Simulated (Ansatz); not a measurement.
BaF2: levels along high-symmetry lines

```
CELL_PARAMETERS angstrom
0.00000 3.10005 3.10005
3.10005 0.00000 3.10005
3.10005 3.10005 0.00000
ATOMIC_POSITIONS crystal
Ba 0.00000 0.00000 0.00000
F 0.25000 0.25000 0.25000
F 0.75000 0.75000 0.75000
```

Atom numbers follow the list: Ba1, F2, F3.

The geometry is COD entry 9009004, unchecked; take it as a test cell.

Spin–orbit coupling is left out, though it moves levels of the heavy atoms by tenths of an eV or more.

The calculation used DFT, LDA, all-electron LAPW, scalar-relativistic in Ansatz 0.2.0.

Sampling and basis: a Γ-centred 8×8×8 k mesh, Fermi–Dirac smearing of 0.01 eV, basis error target 1 meV/atom, no spin polarisation.

Points in fractions of the reciprocal vectors of this cell: Γ (0, 0, 0), X (0.5, 0, 0.5), U (0.625, 0.25, 0.625), K (0.375, 0.375, 0.75), L (0.5, 0.5, 0.5), W (0.5, 0.25, 0.75). The path runs Γ–X–U–K–Γ–L–W–X. Energies are in eV from the top of the valence band; (×n) counts levels within 4 meV of each other, which need not be degenerate by symmetry.

Question: Metal or insulator at this level of theory?

Answer: An insulator or semiconductor: gap 6.44 eV, indirect from the line K (0.375, 0.375, 0.75)–Γ to Γ.

Question: Tabulate bands 18 to 24, counted from the lowest band of the run, along the path.

Answer: 
```json
{"k (1/Å)": "0.00", "point": "Γ", "band 18": "-1.53", "band 19": "-0.11", "band 20": "-0.11", "band 21": "-0.11", "band 22": "6.44", "band 23": "9.18", "band 24": "9.18"}
{"k (1/Å)": "0.14", "point": "", "band 18": "-1.47", "band 19": "-0.20", "band 20": "-0.10", "band 21": "-0.10", "band 22": "6.61", "band 23": "9.10", "band 24": "9.23"}
{"k (1/Å)": "0.29", "point": "", "band 18": "-1.31", "band 19": "-0.44", "band 20": "-0.07", "band 21": "-0.07", "band 22": "7.05", "band 23": "8.92", "band 24": "9.38"}
{"k (1/Å)": "0.43", "point": "", "band 18": "-1.05", "band 19": "-0.75", "band 20": "-0.05", "band 21": "-0.05", "band 22": "7.54", "band 23": "8.85", "band 24": "9.62"}
{"k (1/Å)": "0.58", "point": "", "band 18": "-0.99", "band 19": "-0.76", "band 20": "-0.06", "band 21": "-0.06", "band 22": "7.59", "band 23": "9.43", "band 24": "9.92"}
{"k (1/Å)": "0.72", "point": "", "band 18": "-0.77", "band 19": "-0.47", "band 20": "-0.10", "band 21": "-0.10", "band 22": "7.35", "band 23": "9.43", "band 24": "10.28"}
{"k (1/Å)": "0.87", "point": "", "band 18": "-0.54", "band 19": "-0.25", "band 20": "-0.20", "band 21": "-0.20", "band 22": "7.15", "band 23": "9.09", "band 24": "10.61"}
{"k (1/Å)": "1.01", "point": "X", "band 18": "-0.37", "band 19": "-0.33", "band 20": "-0.33", "band 21": "-0.17", "band 22": "7.07", "band 23": "8.97", "band 24": "10.76"}
{"k (1/Å)": "1.06", "point": "", "band 18": "-0.36", "band 19": "-0.34", "band 20": "-0.33", "band 21": "-0.17", "band 22": "7.08", "band 23": "8.98", "band 24": "10.73"}
{"k (1/Å)": "1.12", "point": "", "band 18": "-0.35", "band 19": "-0.35", "band 20": "-0.33", "band 21": "-0.18", "band 22": "7.09", "band 23": "9.01", "band 24": "10.64"}
{"k (1/Å)": "1.17", "point": "", "band 18": "-0.38", "band 19": "-0.34", "band 20": "-0.32", "band 21": "-0.18", "band 22": "7.12", "band 23": "9.05", "band 24": "10.52"}
{"k (1/Å)": "1.22", "point": "", "band 18": "-0.41", "band 19": "-0.34", "band 20": "-0.29", "band 21": "-0.19", "band 22": "7.16", "band 23": "9.10", "band 24": "10.37"}
{"k (1/Å)": "1.27", "point": "", "band 18": "-0.45", "band 19": "-0.34", "band 20": "-0.26", "band 21": "-0.20", "band 22": "7.20", "band 23": "9.17", "band 24": "10.21"}
{"k (1/Å)": "1.32", "point": "", "band 18": "-0.50", "band 19": "-0.35", "band 20": "-0.22", "band 21": "-0.21", "band 22": "7.26", "band 23": "9.25", "band 24": "10.05"}
{"k (1/Å)": "1.37", "point": "U", "band 18": "-0.55", "band 19": "-0.35", "band 20": "-0.23", "band 21": "-0.18", "band 22": "7.33", "band 23": "9.32", "band 24": "9.89"}
{"k (1/Å)": "1.46", "point": "", "band 18": "-0.57", "band 19": "-0.35", "band 20": "-0.24", "band 21": "-0.16", "band 22": "7.37", "band 23": "9.39", "band 24": "9.81"}
{"k (1/Å)": "1.55", "point": "", "band 18": "-0.58", "band 19": "-0.34", "band 20": "-0.25", "band 21": "-0.16", "band 22": "7.41", "band 23": "9.52", "band 24": "9.72"}
{"k (1/Å)": "1.64", "point": "", "band 18": "-0.58", "band 19": "-0.34", "band 20": "-0.25", "band 21": "-0.16", "band 22": "7.43", "band 23": "9.63", "band 24": "9.72"}
{"k (1/Å)": "1.73", "point": "", "band 18": "-0.58", "band 19": "-0.34", "band 20": "-0.25", "band 21": "-0.16", "band 22": "7.43", "band 23": "9.63", "band 24": "9.72"}
{"k (1/Å)": "1.81", "point": "", "band 18": "-0.58", "band 19": "-0.34", "band 20": "-0.25", "band 21": "-0.16", "band 22": "7.41", "band 23": "9.52", "band 24": "9.72"}
{"k (1/Å)": "1.90", "point": "", "band 18": "-0.57", "band 19": "-0.35", "band 20": "-0.24", "band 21": "-0.16", "band 22": "7.37", "band 23": "9.39", "band 24": "9.81"}
{"k (1/Å)": "1.99", "point": "K", "band 18": "-0.55", "band 19": "-0.35", "band 20": "-0.23", "band 21": "-0.18", "band 22": "7.33", "band 23": "9.32", "band 24": "9.89"}
{"k (1/Å)": "2.15", "point": "", "band 18": "-0.71", "band 19": "-0.36", "band 20": "-0.32", "band 21": "-0.07", "band 22": "7.57", "band 23": "9.49", "band 24": "9.51"}
{"k (1/Å)": "2.30", "point": "", "band 18": "-0.87", "band 19": "-0.46", "band 20": "-0.35", "band 21": "-0.01", "band 22": "7.85", "band 23": "9.19", "band 24": "9.52"}
{"k (1/Å)": "2.45", "point": "", "band 18": "-0.76", "band 19": "-0.68", "band 20": "-0.31", "band 21": "0.00", "band 22": "7.98", "band 23": "9.03", "band 24": "9.34"}
{"k (1/Å)": "2.61", "point": "", "band 18": "-0.96", "band 19": "-0.56", "band 20": "-0.25", "band 21": "-0.03", "band 22": "7.68", "band 23": "8.99", "band 24": "9.24"}
{"k (1/Å)": "2.76", "point": "", "band 18": "-1.24", "band 19": "-0.35", "band 20": "-0.18", "band 21": "-0.07", "band 22": "7.10", "band 23": "9.05", "band 24": "9.23"}
{"k (1/Å)": "2.91", "point": "", "band 18": "-1.45", "band 19": "-0.18", "band 20": "-0.13", "band 21": "-0.10", "band 22": "6.62", "band 23": "9.13", "band 24": "9.20"}
{"k (1/Å)": "3.07", "point": "Γ", "band 18": "-1.53", "band 19": "-0.11", "band 20": "-0.11", "band 21": "-0.11", "band 22": "6.44", "band 23": "9.18", "band 24": "9.18"}
{"k (1/Å)": "3.19", "point": "", "band 18": "-1.47", "band 19": "-0.15", "band 20": "-0.11", "band 21": "-0.11", "band 22": "6.57", "band 23": "9.17", "band 24": "9.17"}
{"k (1/Å)": "3.32", "point": "", "band 18": "-1.32", "band 19": "-0.25", "band 20": "-0.13", "band 21": "-0.13", "band 22": "6.90", "band 23": "9.15", "band 24": "9.15"}
{"k (1/Å)": "3.44", "point": "", "band 18": "-1.09", "band 19": "-0.38", "band 20": "-0.15", "band 21": "-0.15", "band 22": "7.37", "band 23": "9.13", "band 24": "9.13"}
{"k (1/Å)": "3.57", "point": "", "band 18": "-0.83", "band 19": "-0.50", "band 20": "-0.17", "band 21": "-0.17", "band 22": "7.86", "band 23": "9.13", "band 24": "9.13"}
{"k (1/Å)": "3.69", "point": "", "band 18": "-0.64", "band 19": "-0.56", "band 20": "-0.18", "band 21": "-0.18", "band 22": "8.30", "band 23": "9.13", "band 24": "9.13"}
{"k (1/Å)": "3.82", "point": "", "band 18": "-0.67", "band 19": "-0.43", "band 20": "-0.18", "band 21": "-0.18", "band 22": "8.69", "band 23": "9.14", "band 24": "9.14"}
{"k (1/Å)": "3.94", "point": "L", "band 18": "-0.69", "band 19": "-0.38", "band 20": "-0.18", "band 21": "-0.18", "band 22": "9.02", "band 23": "9.15", "band 24": "9.15"}
{"k (1/Å)": "4.05", "point": "", "band 18": "-0.73", "band 19": "-0.37", "band 20": "-0.19", "band 21": "-0.16", "band 22": "8.69", "band 23": "9.06", "band 24": "9.17"}
{"k (1/Å)": "4.15", "point": "", "band 18": "-0.83", "band 19": "-0.36", "band 20": "-0.21", "band 21": "-0.13", "band 22": "8.27", "band 23": "9.18", "band 24": "9.25"}
{"k (1/Å)": "4.25", "point": "", "band 18": "-0.89", "band 19": "-0.34", "band 20": "-0.23", "band 21": "-0.10", "band 22": "7.92", "band 23": "9.33", "band 24": "9.38"}
{"k (1/Å)": "4.35", "point": "", "band 18": "-0.77", "band 19": "-0.33", "band 20": "-0.25", "band 21": "-0.11", "band 22": "7.65", "band 23": "9.47", "band 24": "9.57"}
{"k (1/Å)": "4.46", "point": "", "band 18": "-0.62", "band 19": "-0.33", "band 20": "-0.25", "band 21": "-0.15", "band 22": "7.47", "band 23": "9.60", "band 24": "9.73"}
{"k (1/Å)": "4.56", "point": "", "band 18": "-0.47", "band 19": "-0.35", "band 20": "-0.24", "band 21": "-0.23", "band 22": "7.36", "band 23": "9.72", "band 24": "9.82"}
{"k (1/Å)": "4.66", "point": "W", "band 18": "-0.36", "band 19": "-0.36", "band 20": "-0.32", "band 21": "-0.23", "band 22": "7.33", "band 23": "9.77", "band 24": "9.84"}
{"k (1/Å)": "4.73", "point": "", "band 18": "-0.36", "band 19": "-0.35", "band 20": "-0.32", "band 21": "-0.22", "band 22": "7.31", "band 23": "9.61", "band 24": "9.81"}
{"k (1/Å)": "4.81", "point": "", "band 18": "-0.37", "band 19": "-0.35", "band 20": "-0.33", "band 21": "-0.21", "band 22": "7.27", "band 23": "9.41", "band 24": "9.93"}
{"k (1/Å)": "4.88", "point": "", "band 18": "-0.37", "band 19": "-0.34", "band 20": "-0.34", "band 21": "-0.20", "band 22": "7.22", "band 23": "9.25", "band 24": "10.12"}
{"k (1/Å)": "4.95", "point": "", "band 18": "-0.37", "band 19": "-0.35", "band 20": "-0.34", "band 21": "-0.19", "band 22": "7.16", "band 23": "9.13", "band 24": "10.33"}
{"k (1/Å)": "5.02", "point": "", "band 18": "-0.37", "band 19": "-0.36", "band 20": "-0.33", "band 21": "-0.18", "band 22": "7.11", "band 23": "9.04", "band 24": "10.54"}
{"k (1/Å)": "5.10", "point": "", "band 18": "-0.37", "band 19": "-0.34", "band 20": "-0.33", "band 21": "-0.18", "band 22": "7.08", "band 23": "8.99", "band 24": "10.70"}
{"k (1/Å)": "5.17", "point": "X", "band 18": "-0.37", "band 19": "-0.33", "band 20": "-0.33", "band 21": "-0.17", "band 22": "7.07", "band 23": "8.97", "band 24": "10.76"}
```
